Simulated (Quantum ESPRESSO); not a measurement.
**FeO: zone-centre phonons under several settings**

```
Fe O
1.0
     1.51768    0.87623    2.51579
    -1.51768    0.87623    2.51579
     0.00000   -1.75247    2.51579
Fe O
1 1
Direct
  0.00000 0.00000 0.00000
  0.50000 0.50000 0.50000
```

All runs used Quantum ESPRESSO 7.5; potentials GBRV 1.5 PBEsol; given cell; collinear spin, ferromagnetic start; cutoff 762 eV; occupations fermi-dirac, width 0.05 eV.

```tsv
level	k mesh (s: shifted)	pressure (GPa)	lowest optical mode without the field (cm⁻¹)	highest optical mode without the field (cm⁻¹)
PBEsol	4 × 4 × 4	-8.2	239	242
PBEsol	6 × 6 × 6	-8.5	198	211
PBEsol	8 × 8 × 8	-8.8	215	224
PBEsol	10 × 10 × 10	?	?	?
```

What stands in the row left open?

Pressure -8.9 GPa; lowest optical mode without the field 213 cm⁻¹; highest optical mode without the field 218 cm⁻¹.

Caveats: some runs use coarse meshes; the cell is more than 3 GPa from zero pressure, which shifts response properties; a cell with one magnetic atom can't hold antiferromagnetic order, which such compounds often take; the mesh is thin for the phonons of a metal (some runs).

For the row left open. Caveat: the cell is more than 3 GPa from zero pressure, which shifts response properties; a cell with one magnetic atom can't hold antiferromagnetic order, which such compounds often take.
